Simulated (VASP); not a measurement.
# CaO in VASP: relaxing the cell with several functionals, part 2 of 2

The system is CaO, CsCl type, a generated structure that needn't be the ground state.

VASP 6.6.1, plane waves, PAW. The steps go on from the part before.

### 4 Relaxation with LDA

Input file INCAR:

```
ENCUT = 600.000000
SIGMA = 0.020000
EDIFF = 1.00e-07
EDIFFG = -5.00e-03
GGA = CA
PREC = Accurate
IBRION = 2
ISIF = 3
ISMEAR = -1
NBANDS = 15
NELM = 120
NSW = 40
LASPH = .TRUE.
LCHARG = .FALSE.
LWAVE = .FALSE.
LREAL = .FALSE.
```

Input file KPOINTS:

```
KPOINTS created by Atomic Simulation Environment
0
Gamma
8 8 8
0 0 0
```

Input file POSCAR:

```
Ca O
 1.0000000000000000
     2.9338573040188494   -0.0000000000000000   -0.0000000000000000
     0.0000000000000000    2.9338573040188494   -0.0000000000000000
    -0.0000000000000000   -0.0000000000000000    2.9338573040188494
 Ca  O
   1   1
Cartesian
  0.0000000000000000 -0.0000000000000000  0.0000000000000000
  1.4669286520094247  1.4669286520094247  1.4669286520094247
```

Potentials: the recommended LDA PAW datasets, 16 valence electrons in the neutral cell.

OSZICAR:

```text
N       E                     dE             d eps       ncg     rms          rms(c)
DAV:   1     0.128718992645E+03    0.12872E+03   -0.91467E+03  1050   0.124E+03
DAV:   2    -0.941286174502E+01   -0.13813E+03   -0.12991E+03  1274   0.311E+02
DAV:   3    -0.146898638976E+02   -0.52770E+01   -0.52365E+01  1212   0.614E+01
DAV:   4    -0.148273316195E+02   -0.13747E+00   -0.13732E+00  1483   0.875E+00
DAV:   5    -0.148291668773E+02   -0.18353E-02   -0.18352E-02  1234   0.888E-01    0.806E+00
DAV:   6    -0.134193880289E+02    0.14098E+01   -0.34604E+00  1170   0.197E+01    0.347E+00
DAV:   7    -0.133175795546E+02    0.10181E+00   -0.35807E-01  1169   0.609E+00    0.171E+00
DAV:   8    -0.132776042449E+02    0.39975E-01   -0.98843E-02  1387   0.301E+00    0.378E-01
DAV:   9    -0.132767273552E+02    0.87689E-03   -0.66329E-03  1162   0.760E-01    0.925E-02
DAV:  10    -0.132768122299E+02   -0.84875E-04   -0.69741E-04  1330   0.317E-01    0.708E-02
DAV:  11    -0.132767472490E+02    0.64981E-04   -0.89464E-05  1252   0.121E-01    0.138E-02
DAV:  12    -0.132767443544E+02    0.28947E-05   -0.20167E-05  1492   0.458E-02    0.445E-03
DAV:  13    -0.132767442686E+02    0.85789E-07   -0.89795E-07  1162   0.928E-03
   1 F= -.13276744E+02 E0= -.13276744E+02  d E =-.132767E+02
       N       E                     dE             d eps       ncg     rms          rms(c)
DAV:   1    -0.146576606780E+02   -0.13809E+01   -0.28764E+01  1414   0.552E+01    0.786E+00
DAV:   2    -0.135281176741E+02    0.11295E+01   -0.28242E+00  1218   0.151E+01    0.291E+00
DAV:   3    -0.133324899149E+02    0.19563E+00   -0.36350E-01  1692   0.769E+00    0.960E-01
DAV:   4    -0.133221979288E+02    0.10292E-01   -0.96435E-02  1629   0.244E+00    0.321E-01
DAV:   5    -0.133260538389E+02   -0.38559E-02   -0.26366E-03  1493   0.452E-01    0.249E-01
DAV:   6    -0.133330838465E+02   -0.70300E-02   -0.95967E-03  1533   0.456E-01    0.839E-02
DAV:   7    -0.133331189608E+02   -0.35114E-04   -0.29622E-04  1404   0.164E-01    0.124E-02
DAV:   8    -0.133331424905E+02   -0.23530E-04   -0.38133E-05  1704   0.535E-02    0.555E-03
DAV:   9    -0.133331423138E+02    0.17674E-06   -0.33071E-06  1450   0.138E-02    0.361E-03
DAV:  10    -0.133331422229E+02    0.90818E-07   -0.17916E-07  1141   0.455E-03
   2 F= -.13333142E+02 E0= -.13333142E+02  d E =-.563980E-01
       N       E                     dE             d eps       ncg     rms          rms(c)
DAV:   1    -0.134088430589E+02   -0.75701E-01   -0.15093E+00  1400   0.130E+01    0.182E+00
DAV:   2    -0.133483059674E+02    0.60537E-01   -0.14534E-01  1274   0.345E+00    0.645E-01
DAV:   3    -0.133387368693E+02    0.95691E-02   -0.19032E-02  1734   0.169E+00    0.219E-01
DAV:   4    -0.133383811550E+02    0.35571E-03   -0.49107E-03  1523   0.529E-01    0.958E-02
DAV:   5    -0.133389604804E+02   -0.57933E-03   -0.46725E-04  1693   0.167E-01    0.428E-02
DAV:   6    -0.133391063945E+02   -0.14591E-03   -0.29021E-04  1653   0.810E-02    0.500E-03
DAV:   7    -0.133391078608E+02   -0.14664E-05   -0.16023E-05  1616   0.306E-02    0.127E-03
DAV:   8    -0.133391076658E+02    0.19500E-06   -0.12796E-06  1652   0.634E-03    0.619E-04
DAV:   9    -0.133391076653E+02    0.48840E-09   -0.11946E-08   763   0.112E-03
   3 F= -.13339108E+02 E0= -.13339108E+02  d E =-.623634E-01
```

From OUTCAR:

```text
k-points           NKPTS =     35   k-points in BZ     NKDIM =     35   number of bands    NBANDS=     15

   NELECT =      16.0000    total number of electrons

   dimension x,y,z NGX =    24 NGY =   24 NGZ =   24
   dimension x,y,z NGXF=    48 NGYF=   48 NGZF=   48

  energy-cutoff  :      600.00
  volume of cell :       23.24
      direct lattice vectors                 reciprocal lattice vectors
     2.853838206 -0.000000000  0.000000000     0.350405289 -0.000000000  0.000000000
     0.000000000  2.853838206 -0.000000000     0.000000000  0.350405289  0.000000000
    -0.000000000  0.000000000  2.853838206    -0.000000000  0.000000000  0.350405289

 k-points in reciprocal lattice and weights: KPOINTS created by Atomic Simulation Env
   0.00000000  0.00000000  0.00000000       0.002
   0.12500000  0.00000000  0.00000000       0.012
   0.25000000  0.00000000  0.00000000       0.012
   0.37500000  0.00000000  0.00000000       0.012
   0.50000000  0.00000000  0.00000000       0.006
   0.12500000  0.12500000  0.00000000       0.023
   0.25000000  0.12500000  0.00000000       0.047
   0.37500000  0.12500000  0.00000000       0.047
[... 27 more k-points ...]

 E-fermi :   4.6585

 k-point     1 :       0.0000    0.0000    0.0000
  band No.  band energies     occupation
      1     -34.3715      2.00000
      2     -14.9902      2.00000
      3     -14.9902      2.00000
      4     -14.9902      2.00000
      5     -12.0581      2.00000
      6       3.9447      2.00000
      7       3.9447      2.00000
      8       3.9447      2.00000
      9       6.7988      0.00000
     10       6.7988      0.00000
     11       9.9413      0.00000
     12      13.0100      0.00000
     13      13.0100      0.00000
     14      13.0100      0.00000
     15      23.9784      0.00000

 k-point     2 :       0.1250    0.0000    0.0000
  band No.  band energies     occupation
      1     -34.3399      2.00000
      2     -15.3428      2.00000
      3     -14.9673      2.00000
      4     -14.9673      2.00000
      5     -11.7791      2.00000
      6       3.1394      2.00000
      7       3.8619      2.00000
      8       3.8619      2.00000
      9       6.9349      0.00000
     10       7.5707      0.00000
     11      10.5914      0.00000
     12      12.9372      0.00000
     13      12.9372      0.00000
     14      13.0564      0.00000
     15      22.9388      0.00000

 k-point     3 :       0.2500    0.0000    0.0000
  band No.  band energies     occupation
      1     -34.2622      2.00000
      2     -16.0403      2.00000
      3     -14.9116      2.00000
      4     -14.9116      2.00000
      5     -11.2323      2.00000
      6       1.7409      2.00000
      7       3.6565      2.00000
      8       3.6565      2.00000
      9       7.2908      0.00000
     10       9.2453      0.00000
     11      11.9982      0.00000
     12      12.8052      0.00000
     13      12.8052      0.00000
     14      13.1707      0.00000
     15      20.9970      0.00000

 k-point     4 :       0.3750    0.0000    0.0000
  band No.  band energies     occupation
      1     -34.1828      2.00000
      2     -16.6236      2.00000
      3     -14.8549      2.00000
      4     -14.8549      2.00000
      5     -10.7595      2.00000
      6       0.6265      2.00000
      7       3.4444      2.00000
      8       3.4444      2.00000
      9       7.6961      0.00000
     10      10.9745      0.00000
     11      12.7280      0.00000
     12      12.7280      0.00000
     13      13.2886      0.00000
     14      13.6408      0.00000
     15      19.4103      0.00000

[... the tables of k-points 5 to 35 left out ...]

  Total        0.0015431      0.0015431      0.0015431      0.0000000      0.0000000      0.0000000
  in kB        0.1063703      0.1063703      0.1063703      0.0000000      0.0000000      0.0000000
  external PRESSURE =       0.1063703 kB  Pullay stress =       0.0000000 kB

 POSITION                                       TOTAL-FORCE (eV/Angst)
 -----------------------------------------------------------------------------------
      0.00000      0.00000      0.00000        -0.000000      0.000000      0.000000
      1.42692      1.42692      1.42692         0.000000      0.000000      0.000000
 -----------------------------------------------------------------------------------
    total drift:                                0.000000      0.000000     -0.000000

  FREE ENERGIE OF THE ION-ELECTRON SYSTEM (eV)
  ---------------------------------------------------
  free  energy   TOTEN  =       -13.3391076653 eV

  energy  without entropy=      -13.3391076653  energy(sigma->0) =      -13.33910767
```

CONTCAR

```
Ca O
   1.00000000000000
     2.8538382062283820   -0.0000000000000000    0.0000000000000000
     0.0000000000000000    2.8538382062283820   -0.0000000000000000
    -0.0000000000000000    0.0000000000000000    2.8538382062283820
  Ca              O
     1     1
Direct
     0.0000000000000000    0.0000000000000000    0.0000000000000000
     0.5000000000000000    0.5000000000000000    0.5000000000000000

  0.00000000E+00  0.00000000E+00  0.00000000E+00
  0.00000000E+00  0.00000000E+00  0.00000000E+00
```

|  | before | after | change |
| --- | --- | --- | --- |
| a (Å) | 2.934 | 2.854 | -2.73 % |
| volume (Å³/atom) | 12.627 | 11.621 | -7.96 % |
| shortest distance (Å) | 2.541 | 2.471 | -2.73 % |
| space group | Pm-3m | Pm-3m | same |

### 5 What came out

This closing draws on all 2 parts.

| level | a (Å) | volume (Å³/atom) | space group |
| --- | --- | --- | --- |
| r2SCAN | 2.910 | 12.326 | Pm-3m |
| PBEsol | 2.893 | 12.109 | Pm-3m |
| LDA | 2.854 | 11.621 | Pm-3m |

**Reading.** The r2SCAN run changed the volume by -2.4 % from its own start of 12.63 Å³/atom. LDA gives the smallest cell and r2SCAN the largest, 6.1 % apart in volume.
